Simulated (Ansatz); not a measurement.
Runs of Ansatz 0.2.0 on TiTe2. It takes space group P-3m1 (No. 164, trigonal). Conventional cell: a = 3.777 Å, b = 3.777 Å, c = 6.498 Å, α = 90.00°, β = 90.00°, γ = 120.00°. Te (site symmetry 3m) is surrounded by 3 Ti at 2.77 Å. Around Ti (site symmetry -3m) lie 6 Te at 2.77 Å. 

| task | level | cell | k mesh | cutoff (eV) | smearing | points for each segment of the path | mesh quality | gap on the mesh (eV) | pressure (GPa) | relaxed volume (Å³/atom) | largest force (eV/Å) |
| --- | --- | --- | --- | --- | --- | --- | --- | --- | --- | --- | --- |
| band structure | r2SCAN | as given | 8 × 8 × 4 | 500 | fermi-dirac 0.05 eV | 14 | not flagged | none | 0.9 | - | (a) |
| relaxation of cell and atoms | BLYP | relaxed | 8 × 8 × 4 | 420 | fermi-dirac 0.05 eV | - | not flagged | none | 0.0 | 44.01 | 0.01 |
| single point | PBEsol0 | as given | 5 × 5 × 3 | 420 | fermi-dirac 0.1 eV | - | coarse | none | -2.7 | - | (c) |
| relaxation of cell and atoms | revPBE | relaxed | 8 × 8 × 4 | 420 | fermi-dirac 0.05 eV | - | not flagged | none | 0.0 | (b) | - |
| band structure | revPBE | as given | 8 × 8 × 4 | 420 | fermi-dirac 0.05 eV | 14 | not flagged | none | 2.3 | - | 0.07 |

Alike in all rows: potentials or basis Ansatz PAW; no spin polarisation.

Q: Fill in the values left out.

A: (a) 0.22; (b) 40.80; (c) 0.44.

Caveats: some runs use coarse meshes; the PAW data sets come from PBE, with cores solved anew for the run's functional, which leaves a small shift of forces and pressure; spin-orbit coupling is left out, which moves the levels of the heavy elements (some runs); the volume moved by over 15 % at a fixed basis, so the end points are rough (some runs); the plane-wave basis is chosen anew once the cell has moved, so the energies of steps on either side of that aren't comparable (some runs); this functional lacks dispersion, which binds the layers, so the pressure and a relaxed spacing across them are unreliable, and here the layers came unbound (some runs); the volume moved by +64 % from the deposited cell, more than functionals usually miss (some runs); the thresholds are loose for stress (some runs).

A k mesh can miss the band edges, and the runs leave out spin-orbit coupling on Te.

A gap of «none» marks a metal or a gap under the smearing width.

Runs at the PBE level aren't shown here.
